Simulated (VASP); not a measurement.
# Rh: relaxed cell and band gap, by functional

Rh, Fm-3m (no. 225), 1 atom in the cell.

| Functional | Volume (Å³/atom) | Change from the starting volume (fraction) | Gap, path and mesh (eV) |
|---|---|---|---|
| LDA | 13.25 | -0.031 | 0.00 |
| LDA (PW92) | 13.23 | -0.032 | 0.00 |
| LDA (VWN5) | 13.19 | -0.035 | 0.00 |
| LDA (Hedin-Lundqvist) | 13.26 | -0.030 | 0.00 |
| LDA (Wigner) | 13.58 | -0.007 | 0.00 |
| PBE exchange only | 15.99 | 0.169 | 0.00 |
| PBE | 14.03 | 0.026 | 0.00 |
| PBEsol | 13.48 | -0.014 | 0.00 |
| RPBE | 14.29 | 0.045 | 0.00 |
| B88 + LYP (libxc) | 14.79 | 0.082 | 0.00 |
| OPTX + LYP (libxc) | 13.80 | 0.009 | 0.00 |
| HCTH/407 (libxc) | 13.70 | 0.002 | 0.00 |
| HTBS (libxc) | 13.59 | -0.006 | 0.00 |
| B86 with PBE correlation (libxc) | 14.22 | 0.040 | 0.00 |
| LDA, PW92 (libxc) | 13.20 | -0.035 | 0.00 |
| KT2 (libxc) | 13.36 | -0.023 | 0.00 |
| PBE (libxc) | 14.03 | 0.026 | 0.00 |

## Input of the first row

INCAR.step1:
```
SYSTEM = Rh
PREC     = Accurate       ! precision mode
ENCUT    = 600            ! plane-wave cutoff, eV
EDIFF    = 1E-7           ! SCF threshold, eV
ISMEAR   = 1              ! smearing method
SIGMA    = 0.1            ! smearing width, eV
LREAL    = .FALSE.        ! projectors in reciprocal space
LASPH    = .TRUE.         ! aspherical terms in the spheres
GGA_COMPAT= .FALSE.      
ALGO     = Normal         ! electronic algorithm
NELM     = 150            ! most SCF steps
ISIF     = 3              ! what is computed and relaxed
LWAVE    = .FALSE.        ! write WAVECAR
LCHARG   = .FALSE.        ! write CHGCAR
GGA      = CA             ! functional
IBRION   = 2              ! ionic algorithm
EDIFFG   = -0.005         ! ionic threshold
NSW      = 60             ! ionic steps
```

INCAR.step2, as INCAR.step1 but for:
```
- NSW = 60
+ NSW = 40
```

INCAR.step3, as INCAR.step2 but for:
```
- ISIF = 3
- IBRION = 2
- EDIFFG = -0.005
- NSW = 40
+ ISIF = 2
+ NBANDS = 14
```

KPOINTS:
```
k-points
0
Gamma
  12 12 12
```

KPOINTS_OPT:
```
path GXWKGLUWLK,UX
8
line-mode
reciprocal
 0.0000000000  0.0000000000  0.0000000000  G
 0.5000000000  0.0000000000  0.5000000000  X

 0.5000000000  0.0000000000  0.5000000000  X
 0.5000000000  0.2500000000  0.7500000000  W

 0.5000000000  0.2500000000  0.7500000000  W
 0.3750000000  0.3750000000  0.7500000000  K

 0.3750000000  0.3750000000  0.7500000000  K
 0.0000000000  0.0000000000  0.0000000000  G

 0.0000000000  0.0000000000  0.0000000000  G
 0.5000000000  0.5000000000  0.5000000000  L

 0.5000000000  0.5000000000  0.5000000000  L
 0.6250000000  0.2500000000  0.6250000000  U

 0.6250000000  0.2500000000  0.6250000000  U
 0.5000000000  0.2500000000  0.7500000000  W

 0.5000000000  0.2500000000  0.7500000000  W
 0.5000000000  0.5000000000  0.5000000000  L

 0.5000000000  0.5000000000  0.5000000000  L
 0.3750000000  0.3750000000  0.7500000000  K

 0.6250000000  0.2500000000  0.6250000000  U
 0.5000000000  0.0000000000  0.5000000000  X
```

POSCAR.step1:
```
Rh
1.0
    0.0000000000      1.8978500000      1.8978500000
    1.8978500000      0.0000000000      1.8978500000
    1.8978500000      1.8978500000      0.0000000000
Rh
1
Direct
    0.0000000000      0.0000000000      0.0000000000
```

Commands (each step's output is kept before the next begins):
```
cat potpaw_LDA.64/Rh_pv/POTCAR > POTCAR
cp INCAR.step1 INCAR
cp POSCAR.step1 POSCAR
mpirun -np 1 vasp_std > vasp.out
cp CONTCAR POSCAR
rm WAVECAR CHG
cp INCAR.step2 INCAR
mpirun -np 1 vasp_std > vasp.out
cp CONTCAR POSCAR
rm WAVECAR CHG
cp INCAR.step3 INCAR
mpirun -np 1 vasp_std > vasp.out
```

Changes of the last row against the first:
```
(all steps)
- GGA = CA
+ GGA = LIBXC
+ LIBXC1 = GGA_X_PBE
+ LIBXC2 = GGA_C_PBE
- cat potpaw_LDA.64/Rh_pv/POTCAR > POTCAR
+ cat potpaw_PBE.64/Rh_pv/POTCAR > POTCAR
```

VASP 6.6.1 took 50 s on 1 core (Intel Xeon Platinum 8259CL @ 2.50GHz (Skylake/Cascade Lake)), a shared host.
